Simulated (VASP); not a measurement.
# In (P-1) in VASP: convergence with PREC

Aim: find how far PREC must go before the results for In settle, at LDA. This setting moves, with any that are tied to it; all else stays.

All numbers are computed with VASP 6.6.1; they aren't measurements. Logs are shortened: lines on timing, memory, paths and dates and some standing lists are left out, and cuts for length are marked.

## Step 1: The cell of the first run

The typed cell holds 2 atoms: a = 3.335 Å, b = 3.335 Å, c = 5.509 Å, α = 90.00°, β = 90.00°, γ = 120.00°.

This isn't the form of In at room conditions, which is tetragonal.

The cell isn't the ideal one: atoms moved at random, drawn with an rms of 0.02 Å.

## Step 2: With PREC Low

INCAR reads:

```
PREC = Low
ENCUT = 520
EDIFF = 1E-7
ISMEAR = 1
SIGMA = 0.1
LREAL = False
LASPH = True
NELM = 60
ALGO = Fast
ISIF = 2
LWAVE = False
LCHARG = False
GGA = CA
NBANDS = 20
```

KPOINTS reads:

```
Automatic mesh
0
Gamma
  7 7 4
```

POSCAR reads:

```
In
1.0
    3.3354847820      0.0000000000      0.0000000000
   -1.6677423910      2.8886145552      0.0000000000
    0.0000000000      0.0000000000      5.5091429200
In
2
Direct
    0.6718210000      0.3341140000      0.7496270000
    0.3302680000      0.6643720000      0.2512580000
```

Potentials or basis: VASP PAW LDA potentials, release 64 (In_d).

On the command line:

```bash
> cat potpaw_LDA.64/In_d/POTCAR > POTCAR
> mpirun -np 1 vasp_std > vasp.out
```

OUTCAR:

```text
PREC = Low
   ENCUT = 520
   EDIFF = 1E-7
   ISMEAR = 1
   LREAL = False
   LASPH = True
   NELM = 60
   ISIF = 2
   GGA = CA

 Found     99 irreducible k-points:

 Following reciprocal coordinates:
            Coordinates               Weight
  0.000000  0.000000  0.000000      1.000000
  0.142857  0.000000  0.000000      2.000000
  0.000000  0.142857  0.000000      2.000000
 -0.142857  0.142857  0.000000      2.000000
  0.285714  0.000000  0.000000      2.000000
  0.000000  0.285714  0.000000      2.000000
   k-points           NKPTS =     99   k-points in BZ     NKDIM =     99   number of bands    NBANDS=     20
   number of dos      NEDOS =    301   number of ions     NIONS =      2
   total plane-waves  NPLWV =  12800
   dimension x,y,z NGX =    20 NGY =   20 NGZ =   32
   dimension x,y,z NGXF=    20 NGYF=   20 NGZF=   32
   ions per type =               2
   NGX,Y,Z   is equivalent  to a cutoff of   9.97,  9.97,  9.66 a.u.
   NGXF,Y,Z  is equivalent  to a cutoff of   9.97,  9.97,  9.66 a.u.
 SYSTEM =  unknown system
   PREC   = low       normal or accurate (medium, high low for compatibility)
   ISTART =      0    job   : 0-new  1-cont  2-samecut
   ICHARG =      2    charge: 1-file 2-atom 10-const
   ISPIN  =      1    spin polarized calculation?
   LNONCOLLINEAR =      F non collinear calculations
   LSORBIT =      F    spin-orbit coupling
   LASPH  =      T    aspherical Exc in radial PAW
   ENCUT  =  520.0 eV  38.22 Ry    6.18 a.u.   6.20  6.20 10.24*2*pi/ulx,y,z
   NELM   =     60;   NELMIN=  2; NELMDL= -5     # of ELM steps
   EDIFF  = 0.1E-06   stopping-criterion for ELM
   LREAL  =      F    real-space projection
   EDIFFG = 0.1E-05   stopping-criterion for IOM
   NSW    =      0    number of steps for IOM
   IBRION =     -1    ionic relax: 0-MD 1-quasi-New 2-CG
[... 8 lines left out ...]
   EMIN   =  10.00;   EMAX   =-10.00  energy-range for DOS
   EFERMI =   0.00;   METHOD = LEGACY
   ISMEAR =     1;   SIGMA  =   0.10  broadening in eV -4-tet -1-fermi 0-gaus
   EFERMI_NEDOS =   21; number of points for ismear=-14 and -15
   IALGO  =     68    algorithm
   IMIX   =      4    mixing-type and parameters
     AMIX     =   0.40;   BMIX     =  1.00
     AMIX_MAG =   1.60;   BMIX_MAG =  1.00
  volume/ion in A,a.u.               =      26.54       179.10
  Fermi-wavevector in a.u.,A,eV,Ry     =   1.290491  2.438675 22.658704  1.665368
  Thomas-Fermi vector in A             =   2.422320
   LORBIT       =      0    0 simple, 1 ext, 2 COOP (PROOUT), +10 PAW based schemes
   GGA     = CA    functional components
   LHFCALC =     F    Hartree Fock is set to
   AEXX    =    0.0000 exact exchange contribution
   IVDW    =     0    specifies the selected vdW correction
   LEPSILON=     F    determine dielectric tensor
   LRPA    =     F    only Hartree local field effects (RPA)
 non-spin polarized calculation
 RMM-DIIS sequential band-by-band and
 Methfessel and Paxton  Order N= 1 SIGMA  =   0.10
  energy-cutoff  :      520.00
  volume of cell :       53.08
 maximum number of plane-waves:      1460
   NGX = 13   NGY = 13   NGZ = 21

 number of electron      26.0001359 magnetization

 Free energy of the ion-electron system (eV)
  ---------------------------------------------------
  ext. energy  EPLUGINS =         0.00000000
  ---------------------------------------------------
  free energy    TOTEN  =        -6.37037720 eV

  energy without entropy =       -6.36800185  energy(sigma->0) =       -6.36958542

 E-fermi :   7.1165     XC(G=0): -10.4617

 val. band max:        6.6989934416   @ k =   0.2857   0.1429   0.0000
 cond. band min:       7.1222719011   @ k =   0.4286   0.0000   0.2500
 fundamental gap:      0.4232784595
 Fermi energy:         7.1164559290

 k-point     1 :       0.0000    0.0000    0.0000
  band No.  band energies     occupation
      1      -7.5530      2.00000
      2      -7.4977      2.00000
      3      -7.4647      2.00000
      4      -7.4637      2.00000
      5      -7.4383      2.00000
      6      -7.4364      2.00000
[... 12 lines left out ...]
     19      18.0529      0.00000
     20      18.5074      0.00000

 k-point     2 :       0.1429    0.0000    0.0000
  band No.  band energies     occupation
      1      -7.5486      2.00000
      2      -7.4922      2.00000
      3      -7.4507      2.00000
      4      -7.4129      2.00000
      5      -7.4083      2.00000
      6      -7.4033      2.00000
[... 12 lines left out ...]
     19      17.5944      0.00000
     20      18.8074      0.00000

 k-point     3 :       0.0000    0.1429    0.0000
  band No.  band energies     occupation
      1      -7.5497      2.00000
      2      -7.4918      2.00000
      3      -7.4493      2.00000
      4      -7.4145      2.00000
      5      -7.4085      2.00000
      6      -7.3997      2.00000
[... 12 lines left out ...]
     19      17.6183      0.00000
     20      18.7980      0.00000

 k-point     4 :      -0.1429    0.1429    0.0000
  band No.  band energies     occupation
      1      -7.5500      2.00000
      2      -7.4917      2.00000
      3      -7.4491      2.00000
      4      -7.4146      2.00000
      5      -7.4086      2.00000
      6      -7.3985      2.00000
[... 12 lines left out ...]
     19      17.6205      0.00000
     20      18.7962      0.00000

 k-point     5 :       0.2857    0.0000    0.0000
  band No.  band energies     occupation
      1      -7.6164      2.00000
      2      -7.4880      2.00000
      3      -7.4835      2.00000
      4      -7.4284      2.00000
      5      -7.4022      2.00000
      6      -7.3056      2.00000
[... 12 lines left out ...]
     19      16.3246      0.00000
     20      18.1190      0.00000

 k-point     6 :       0.0000    0.2857    0.0000
  band No.  band energies     occupation
      1      -7.6166      2.00000
      2      -7.4883      2.00000
      3      -7.4821      2.00000
      4      -7.4323      2.00000
      5      -7.4050      2.00000
      6      -7.3054      2.00000
[... 12 lines left out ...]
     19      16.3325      0.00000
     20      18.0954      0.00000

 [... further k-points ...]

------------------------ aborting loop because EDIFF is reached ----------------------------------------

  FORCE on cell =-STRESS in cart. coord.  units (eV):
  Direction    XX          YY          ZZ          XY          YZ          ZX
  --------------------------------------------------------------------------------------
  -------------------------------------------------------------------------------------
  Total       -0.9887432     -0.9885954     -1.3029915     -0.0008062     -0.0005152     -0.0008755
  in kB      -29.8443079    -29.8398467    -39.3296048     -0.0243359     -0.0155522     -0.0264266
  external PRESSURE =     -33.0045865 kB  Pullay stress =       0.0000000 kB

 VOLUME and BASIS-vectors are now :
 -----------------------------------------------------------------------------
  energy-cutoff  :      520.00
  volume of cell :       53.08
      direct lattice vectors                 reciprocal lattice vectors
     3.335484782  0.000000000  0.000000000     0.299806495  0.173093360  0.000000000
    -1.667742391  2.888614555  0.000000000     0.000000000  0.346186721  0.000000000
     0.000000000  0.000000000  5.509142920     0.000000000  0.000000000  0.181516438

 POSITION                                       TOTAL-FORCE (eV/Angst)
 -----------------------------------------------------------------------------------
      1.68363      0.96513      4.12980        -0.002375     -0.000655      0.023712
     -0.00640      1.91911      1.38422         0.002375      0.000655     -0.023712
 -----------------------------------------------------------------------------------
    total drift:                                0.001251      0.000097      0.001025

  FREE ENERGIE OF THE ION-ELECTRON SYSTEM (eV)
  ---------------------------------------------------
  free  energy   TOTEN  =        -6.3703772034 eV

  energy  without entropy=       -6.3680018501  energy(sigma->0) =       -6.36958542
```

It took 45 s on 1 thread of Intel Xeon Platinum 8488C (Sapphire Rapids), shared host; peak memory 0.17 GiB.

Results:

| Quantity | Value |
| --- | --- |
| Free energy | -6.3704 eV |
| Pressure | -3.3 GPa |
| Largest force | 0.024 eV/Å |
| Band gap on the k mesh | none (metal or under the smearing width) |

## Step 3: With PREC Medium

INCAR: that of step 2 with these lines changed.

```diff
@@ -1,2 +1,2 @@
-PREC = Low
+PREC = Medium
 ENCUT = 520
```

KPOINTS is that of step 2.

POSCAR is that of step 2.

Potentials or basis: VASP PAW LDA potentials, release 64 (In_d).

On the command line:

```bash
> cat potpaw_LDA.64/In_d/POTCAR > POTCAR
> mpirun -np 1 vasp_std > vasp.out
```

Wall time 42 s (1 thread of Intel Xeon Platinum 8488C (Sapphire Rapids), shared host); peak memory 0.17 GiB.

What came out:

```yaml
Free_energy: -6.3695 eV
Pressure: -3.3 GPa
Largest_force: 0.017 eV/Å
Band_gap_on_the_k_mesh: none (metal or under the smearing width)
```

## Step 4: With PREC Single

INCAR: that of step 3 with these lines changed.

```diff
@@ -1,2 +1,2 @@
-PREC = Medium
+PREC = Single
 ENCUT = 520
```

KPOINTS is that of step 3.

POSCAR is that of step 3.

On the command line:

```bash
> cat potpaw_LDA.64/In_d/POTCAR > POTCAR
> mpirun -np 1 vasp_std > vasp.out
```

Run time: 1.8 min. Hardware: 1 thread of Intel Xeon Platinum 8488C (Sapphire Rapids), shared host; peak memory 0.17 GiB.

What came out:

```yaml
Free_energy: -6.3707 eV
Pressure: -3.2 GPa
Largest_force: 0.020 eV/Å
Band_gap_on_the_k_mesh: none (metal or under the smearing width)
```

## Step 5: With PREC Normal

INCAR: that of step 4 with these lines changed.

```diff
@@ -1,2 +1,2 @@
-PREC = Single
+PREC = Normal
 ENCUT = 520
```

KPOINTS is that of step 4.

POSCAR is that of step 4.

On the command line:

```bash
> cat potpaw_LDA.64/In_d/POTCAR > POTCAR
> mpirun -np 1 vasp_std > vasp.out
```

Run time: 46 s. Hardware: 1 thread of Intel Xeon Platinum 8488C (Sapphire Rapids), shared host; peak memory 0.18 GiB.

Results:

| Item | Value |
| --- | --- |
| Free energy | -6.3710 eV |
| Pressure | -3.2 GPa |
| Largest force | 0.021 eV/Å |
| Band gap on the k mesh | none (metal or under the smearing width) |

## Step 6: With PREC High

INCAR: that of step 5 with these lines changed.

```diff
@@ -1,2 +1,2 @@
-PREC = Normal
+PREC = High
 ENCUT = 520
```

KPOINTS is that of step 5.

POSCAR is that of step 5.

Potentials or basis: VASP PAW LDA potentials, release 64 (In_d).

On the command line:

```bash
> cat potpaw_LDA.64/In_d/POTCAR > POTCAR
> mpirun -np 1 vasp_std > vasp.out
```

Wall time 2.3 min (1 thread of Intel Xeon Platinum 8488C (Sapphire Rapids), shared host); peak memory 0.18 GiB.

What came out:

- Free energy: -6.3714 eV
- Pressure: -3.2 GPa
- Largest force: 0.023 eV/Å
- Band gap on the k mesh: none (metal or under the smearing width)

## Step 7: With PREC Accurate

INCAR: that of step 6 with these lines changed.

```diff
@@ -1,2 +1,2 @@
-PREC = High
+PREC = Accurate
 ENCUT = 520
```

KPOINTS is that of step 6.

POSCAR is that of step 6.

On the command line:

```bash
> cat potpaw_LDA.64/In_d/POTCAR > POTCAR
> mpirun -np 1 vasp_std > vasp.out
```

It took 2 min on 1 thread of Intel Xeon Platinum 8488C (Sapphire Rapids), shared host; peak memory 0.21 GiB.

The run converged. Its results:

| Item | Value |
| --- | --- |
| Free energy | -6.3710 eV |
| Pressure | -3.2 GPa |
| Largest force | 0.021 eV/Å |
| Band gap on the k mesh | none (metal or under the smearing width) |

## Step 8: The series at a glance

```tsv
PREC	energy less the tightest run, at zero smearing (meV/atom)	pressure (GPa)	largest force (eV/Å)	SCF cycles	CPU time (s)	peak memory (GiB)
Low	0.30	-3.30	0.024	17	44	0.17
Medium	0.73	-3.26	0.017	17	41	0.17
Single	0.11	-3.21	0.020	17	110	0.17
Normal	0.00	-3.22	0.021	17	46	0.18
High	-0.23	-3.22	0.023	17	140	0.18
Accurate	0.00	-3.22	0.021	17	120	0.21
```

Against the tightest run, the energy stays within 1 meV/atom from Low on; the pressure stays within 0.1 GPa from Low on; the largest force stays within 0.005 eV/Å from Low on. The tightest run that finished is the yardstick and may itself not be fully converged.
